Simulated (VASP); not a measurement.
# BN (P6_3/mmc) in VASP: further runs

One crystal, BN, is run at these levels: PBE+D3(BJ); tasks: relaxation of cell and atoms.

Everything below comes from runs of VASP 6.6.1. Logs are shortened: lines on timing, memory, paths and dates and some standing lists are left out, and cuts for length are marked.

## 1. The structure

The structure is hexagonal, space group P6_3/mmc (No. 194). Conventional cell: a = 2.498 Å, b = 2.498 Å, c = 6.636 Å, α = 90.00°, β = 90.00°, γ = 120.00°. B (site symmetry -6m2) has 3 N at 1.44 Å as nearest neighbours. N (site symmetry -6m2) has 3 B at 1.44 Å as nearest neighbours.

## 2. Relaxation of cell and atoms, PBE+D3(BJ)

Input file INCAR:

```
PREC = Accurate
ENCUT = 520
EDIFF = 1E-7
ISMEAR = 0
SIGMA = 0.02
LREAL = F
LASPH = T
NELM = 60
ALGO = Normal
ISIF = 3
LWAVE = F
LCHARG = F
GGA = PE
IVDW = 12
IBRION = 2
NSW = 80
EDIFFG = -0.002
```

Input file KPOINTS:

```
regular mesh
0
Gamma
  3 3 1
```

Input file POSCAR:

```
BN
1.0
    2.4982400000      0.0000000000      0.0000000000
   -1.2491200000      2.1635393000      0.0000000000
    0.0000000000      0.0000000000      6.6357000000
B N
2 2
Direct
    0.3333333300      0.6666666700      0.2500000000
    0.6666666700      0.3333333300      0.7500000000
    0.3333333300      0.6666666700      0.7500000000
    0.6666666700      0.3333333300      0.2500000000
```

Potentials or basis: VASP PAW PBE potentials, release 64 (B, N).

Run with:

```console
> cat potpaw_PBE.64/B/POTCAR potpaw_PBE.64/N/POTCAR > POTCAR
> mpirun -np 1 vasp_std > vasp.out
```

OUTCAR:

```text
PREC = Accurate
   ENCUT = 520
   EDIFF = 1E-7
   ISMEAR = 0
   LREAL = F
   LASPH = T
   NELM = 60
   ISIF = 3
   GGA = PE
   IVDW = 12
   IBRION = 2
   NSW = 80
   EDIFFG = -0.002
 IVDW          = 12

 ion  position               nearest neighbor table
   1  0.333  0.667  0.250-   4 1.44   4 1.44   4 1.44
   2  0.667  0.333  0.750-   3 1.44   3 1.44   3 1.44
   3  0.333  0.667  0.750-   2 1.44   2 1.44   2 1.44
   4  0.667  0.333  0.250-   1 1.44   1 1.44   1 1.44

  LATTYP: Found a hexagonal cell.
 ALAT       =     2.4982400000
 C/A-ratio  =     2.6561499296

  Lattice vectors:

 A1 = (   2.4982400000,   0.0000000000,   0.0000000000)
 A2 = (  -1.2491200000,   2.1635393000,   0.0000000000)
 A3 = (   0.0000000000,   0.0000000000,   6.6357000000)

Analysis of symmetry for initial positions (statically):
=====================================================================
 Subroutine PRICEL returns:
 Original cell was already a primitive cell.

 Routine SETGRP: Setting up the symmetry group for a
 hexagonal supercell.

 Subroutine GETGRP returns: Found 24 space group operations
 (whereof 12 operations were pure point group operations)
 out of a pool of 24 trial point group operations.

The static configuration has the point symmetry D_3d.
 The point group associated with its full space group is D_6h.

Analysis of symmetry for dynamics (positions and initial velocities):
=====================================================================
 Subroutine PRICEL returns:
 Original cell was already a primitive cell.

 Routine SETGRP: Setting up the symmetry group for a
 hexagonal supercell.

 Subroutine GETGRP returns: Found 24 space group operations
 (whereof 12 operations were pure point group operations)
 out of a pool of 24 trial point group operations.

The dynamic configuration has the point symmetry D_3d.
 The point group associated with its full space group is D_6h.

 Subroutine INISYM returns: Found 24 space group operations
 (whereof 12 operations are pure point group operations),
 and found     1 'primitive' translations

----------------------------------------------------------------------------------------

                                     Primitive cell

  volume of cell :      35.8662

  direct lattice vectors                    reciprocal lattice vectors
     2.498240000  0.000000000  0.000000000     0.400281798  0.231102805  0.000000000
    -1.249120000  2.163539300  0.000000000     0.000000000  0.462205609  0.000000000
     0.000000000  0.000000000  6.635700000     0.000000000  0.000000000  0.150700002

[... 67 lines left out ...]
   EDIFFG = -.2E-02   stopping-criterion for IOM
   NSW    =     80    number of steps for IOM
   IBRION =      2    ionic relax: 0-MD 1-quasi-New 2-CG
   NFREE  =      1    steps in history (QN), initial steepest desc. (CG)
   ISIF   =      3    stress and relaxation
   ISYM   =      2    0-nonsym 1-usesym 2-fastsym
   POTIM  = 0.5000    time-step for ionic-motion
   TEBEG  =    0.0;   TEEND  =   0.0 temperature during run
   PSTRESS=    0.0 pullay stress
   NELECT =      16.0000    total number of electrons
   NUPDOWN=      -1.0000    fix difference up-down
   EMIN   =  10.00;   EMAX   =-10.00  energy-range for DOS
   EFERMI =   0.00;   METHOD = LEGACY
   ISMEAR =     0;   SIGMA  =   0.02  broadening in eV -4-tet -1-fermi 0-gaus
   EFERMI_NEDOS =   21; number of points for ismear=-14 and -15
   IALGO  =     38    algorithm
   IMIX   =      4    mixing-type and parameters
     AMIX     =   0.40;   BMIX     =  1.00
     AMIX_MAG =   1.60;   BMIX_MAG =  1.00
  volume/ion in A,a.u.               =       8.97        60.51
  Fermi-wavevector in a.u.,A,eV,Ry     =   1.250891  2.363842 21.289433  1.564729
  Thomas-Fermi vector in A             =   2.384864
   LORBIT       =      0    0 simple, 1 ext, 2 COOP (PROOUT), +10 PAW based schemes
   GGA     = PE    functional components
   LHFCALC =     F    Hartree Fock is set to
   AEXX    =    0.0000 exact exchange contribution
   IVDW    =    12    specifies the selected vdW correction
   LEPSILON=     F    determine dielectric tensor
   LRPA    =     F    only Hartree local field effects (RPA)
 conjugate gradient relaxation of ions
 non-spin polarized calculation
 Gauss-broadening in eV      SIGMA  =   0.02
  energy-cutoff  :      520.00
  volume of cell :       35.87
 maximum number of plane-waves:       985
 NGX is ok and might be reduce to    18
   NGX =  9   NGY =  9   NGZ = 25

--------------------------------------- Ionic step        1  -------------------------------------------

 number of electron      15.9999997 magnetization

 Free energy of the ion-electron system (eV)
  ---------------------------------------------------
  ext. energy  EPLUGINS =         0.00000000
  ---------------------------------------------------
  free energy    TOTEN  =       -34.85564620 eV

  energy without entropy =      -34.85564620  energy(sigma->0) =      -34.85564620

------------------------ aborting loop because EDIFF is reached ----------------------------------------

 Edisp (eV)   -0.56768

 E8    (eV) :    -0.1663
[... 75 lines left out ...]
--------------------------------------- Ionic step        3  -------------------------------------------

 number of electron      15.9999998 magnetization

 E-fermi :   2.4079     XC(G=0): -10.0244

 val. band max:        2.2380896365   @ k =   0.3333   0.3333   0.0000
 cond. band min:       7.1138222455   @ k =   0.3333   0.3333   0.0000
 fundamental gap:      4.8757326090
 Fermi energy:         2.4079347449

 k-point     1 :       0.0000    0.0000    0.0000
  band No.  band energies     occupation
      1     -15.4601      2.00000
      2     -15.1663      2.00000
      3      -3.9023      2.00000
      4      -1.7778      2.00000
      5       0.9962      2.00000
      6       0.9962      2.00000
      7       1.0335      2.00000
      8       1.0335      2.00000
      9       7.5313      0.00000
     10      12.6067      0.00000
     11      13.8048      0.00000
     12      13.8048      0.00000
[... 195 lines left out ...]
--------------------------------------- Ionic step        7  -------------------------------------------

 number of electron      16.0000000 magnetization

 Free energy of the ion-electron system (eV)
  ---------------------------------------------------
  ext. energy  EPLUGINS =         0.00000000
  ---------------------------------------------------
  free energy    TOTEN  =       -34.91798603 eV

  energy without entropy =      -34.91798603  energy(sigma->0) =      -34.91798603

 E-fermi :   1.9437     XC(G=0):  -9.6295

 val. band max:        1.8143918785   @ k =   0.3333   0.3333   0.0000
 cond. band min:       6.5658290108   @ k =   0.3333   0.3333   0.0000
 fundamental gap:      4.7514371323
 Fermi energy:         1.9437483313

 k-point     1 :       0.0000    0.0000    0.0000
  band No.  band energies     occupation
      1     -15.8890      2.00000
      2     -15.7078      2.00000
      3      -4.1382      2.00000
      4      -2.5750      2.00000
      5       0.5256      2.00000
      6       0.5256      2.00000
      7       0.5452      2.00000
      8       0.5452      2.00000
      9       6.7265      0.00000
     10      11.4174      0.00000
     11      13.3672      0.00000
     12      13.3672      0.00000
[... 63 lines left out ...]
  FREE ENERGIE OF THE ION-ELECTRON SYSTEM (eV)
  ---------------------------------------------------
  free  energy   TOTEN  =       -35.4400081622 eV

  energy  without entropy=      -35.4400081622  energy(sigma->0) =      -35.44000816

 reached required accuracy - stopping structural energy minimisation
```

OSZICAR:

```text
N       E                     dE             d eps       ncg     rms          rms(c)
DAV:   1     0.817173199988E+02    0.81717E+02   -0.82685E+03    72   0.123E+03
DAV:   2    -0.326896776807E+02   -0.11441E+03   -0.10612E+03   120   0.269E+02
DAV:   3    -0.385334921579E+02   -0.58438E+01   -0.58058E+01    96   0.611E+01
[... 65 lines left out ...]
DAV:   4    -0.349180080010E+02    0.24029E-03   -0.57525E-04    76   0.214E-01    0.279E-02
DAV:   5    -0.349179847563E+02    0.23245E-04   -0.12075E-04    84   0.902E-02    0.157E-02
DAV:   6    -0.349179857584E+02   -0.10021E-05   -0.11315E-05    76   0.330E-02    0.137E-03
DAV:   7    -0.349179859399E+02   -0.18148E-06   -0.35906E-07    72   0.570E-03    0.914E-04
DAV:   8    -0.349179860260E+02   -0.86122E-07   -0.90425E-08    68   0.242E-03
   7 F= -.35440008E+02 E0= -.35440008E+02  d E =-.133535E-01
```

CONTCAR:

```text
BN
   1.00000000000000
     2.5061327552367256   -0.0000000000000000    0.0000000000000000
    -1.2530663776183628    2.1703746264969812   -0.0000000000000000
     0.0000000000000000    0.0000000000000000    7.0688777227802770
  B               N
     2     2
Direct
     0.3333333300000021    0.6666666699999979    0.2500000000000000
     0.6666666699999979    0.3333333300000021    0.7500000000000000
     0.3333333300000021    0.6666666699999979    0.7500000000000000
     0.6666666699999979    0.3333333300000021    0.2500000000000000

  0.00000000E+00  0.00000000E+00  0.00000000E+00
  0.00000000E+00  0.00000000E+00  0.00000000E+00
  0.00000000E+00  0.00000000E+00  0.00000000E+00
  0.00000000E+00  0.00000000E+00  0.00000000E+00
```

It took 15 s on 1 thread of Intel Xeon Platinum 8488C (Sapphire Rapids), shared host; peak memory 0.15 GiB.

What came out:

| Property | Result |
| --- | --- |
| Free energy | -35.4400 eV |
| Relaxed volume | 9.61 Å³/atom |
| Relaxed cell | a = 2.506 Å, b = 2.506 Å, c = 7.069 Å, α = 90.00°, β = 90.00°, γ = 120.00° |
| Space group after relaxing (to 0.05 Å) | P6_3/mmc (No. 194) |
| Energy gained by relaxing | 4.2 meV/atom |
| Ionic steps | 7 |
| Pressure after relaxing | 0.0 GPa |
| Band gap on the k mesh | 4.75 eV, direct |
| Dispersion energy per atom | -0.131 eV |

The path:
| step | energy change (eV) | largest force (eV/Å) | pressure (GPa) | volume (Å³) |
| --- | --- | --- | --- | --- |
| 1 | 0.0000 | 0.0000 | 2.98 | 35.87 |
| 2 | 0.0042 | 0.0000 | -3.65 | 36.74 |
| 3 | -0.0033 | 0.0000 | 0.26 | 36.21 |
| 4 | -0.0056 | 0.0000 | 0.23 | 36.40 |
| 5 | -0.0111 | 0.0000 | 0.16 | 36.98 |
| 6 | -0.0164 | 0.0000 | 0.05 | 38.13 |
| 7 | -0.0167 | 0.0000 | 0.01 | 38.45 |

Final structure:
```yaml
crystal:
  lattice:
    - [2.50613, 0.00000, 0.00000]
    - [-1.25307, 2.17037, 0.00000]
    - [0.00000, 0.00000, 7.06888]
  atoms:
    - { symbol: B, position: [0.33333, 0.66667, 0.25000] }
    - { symbol: B, position: [0.66667, 0.33333, 0.75000] }
    - { symbol: N, position: [0.33333, 0.66667, 0.75000] }
    - { symbol: N, position: [0.66667, 0.33333, 0.25000] }
```

Levels at points of the mesh, in eV from the valence-band top:
```
           k point  band 6  band 7  band 8  band 9  band 10  band 11
(0.00, 0.00, 0.00)   -1.29   -1.27   -1.27    4.91     9.60    11.55
```

Caveat: the k mesh is coarse (spacing up to 0.97 Å⁻¹), so the values aren't converged; an odd mesh through Γ misses points on the zone boundary, where band edges often lie.

## 3. Relaxation of cell and atoms, PBE+D3(BJ)

This run uses another cell than the first one, of 9.61 Å³/atom, 1.072 times its volume.

INCAR is that of step 2.

KPOINTS is that of step 2.

Input file POSCAR:

```
BN                                      
1.0
    2.5061327552     -0.0000000000      0.0000000000
   -1.2530663776      2.1703746265     -0.0000000000
    0.0000000000      0.0000000000      7.0688777228
  B               N             
     2     2
Direct
     0.3333333300000021    0.6666666699999979    0.2500000000000000
     0.6666666699999979    0.3333333300000021    0.7500000000000000
     0.3333333300000021    0.6666666699999979    0.7500000000000000
     0.6666666699999979    0.3333333300000021    0.2500000000000000
```

Potentials or basis: VASP PAW PBE potentials, release 64 (B, N).

Run with:

```console
> cat potpaw_PBE.64/B/POTCAR potpaw_PBE.64/N/POTCAR > POTCAR
> mpirun -np 1 vasp_std > vasp.out
```

Wall time 25 s (1 thread of Intel Xeon Platinum 8488C (Sapphire Rapids), shared host); peak memory 0.15 GiB.

It converged, with:

| Property | Result |
| --- | --- |
| Free energy | -35.4444 eV |
| Relaxed volume | 9.77 Å³/atom |
| Relaxed cell | a = 2.506 Å, b = 2.506 Å, c = 7.183 Å, α = 90.00°, β = 90.00°, γ = 120.00° |
| Space group after relaxing (to 0.05 Å) | P6_3/mmc (No. 194) |
| Energy gained by relaxing | 0.1 meV/atom |
| Ionic steps | 15 |
| Pressure after relaxing | 0.0 GPa |
| Band gap on the k mesh | 4.73 eV, direct |
| Dispersion energy per atom | -0.128 eV |

Step by step:
| step | energy change (eV) | largest force (eV/Å) | pressure (GPa) | volume (Å³) |
| --- | --- | --- | --- | --- |
| 1 | 0.0000 | 0.0000 | 0.14 | 38.45 |
| 2 | -0.0001 | 0.0000 | 0.03 | 38.50 |
| 3 | -0.0002 | 0.0000 | -0.30 | 38.64 |
| 4 | -0.0002 | 0.0000 | -0.29 | 38.65 |
| 5 | -0.0002 | 0.0000 | -0.25 | 38.67 |
| 6 | -0.0003 | 0.0000 | -0.18 | 38.71 |
| 7 | -0.0005 | 0.0000 | -0.04 | 38.78 |
| 8 | -0.0005 | 0.0000 | 0.25 | 38.94 |
| 9 | -0.0005 | 0.0000 | 0.22 | 38.92 |
| 10 | -0.0006 | 0.0000 | 0.12 | 38.99 |
| 11 | -0.0006 | 0.0000 | 0.05 | 39.04 |
| 12 | -0.0006 | 0.0000 | 0.03 | 39.05 |
| 13 | -0.0006 | 0.0000 | 0.03 | 39.06 |
| 14 | -0.0006 | 0.0000 | 0.03 | 39.06 |
| 15 | -0.0006 | 0.0000 | 0.01 | 39.07 |

Final structure:
```
B N
1.0
     2.50629    0.00000    0.00000
    -1.25314    2.17051    0.00000
     0.00000    0.00000    7.18267
B N
2 2
Direct
  0.33333 0.66667 0.25000
  0.66667 0.33333 0.75000
  0.33333 0.66667 0.75000
  0.66667 0.33333 0.25000
```

Levels at points of the mesh, in eV from the valence-band top:
```
           k point  band 4  band 5  band 6  band 7  band 8  band 9  band 10  band 11  band 12
(0.00, 0.00, 0.00)   -4.47   -1.30   -1.30   -1.28   -1.28    4.83     9.40    11.55    11.55
```

Caveat: the k mesh is coarse (spacing up to 0.96 Å⁻¹), so the values aren't converged; an odd mesh through Γ misses points on the zone boundary, where band edges often lie. A hybrid or GW would open this gap; PBE tends to underestimate it.
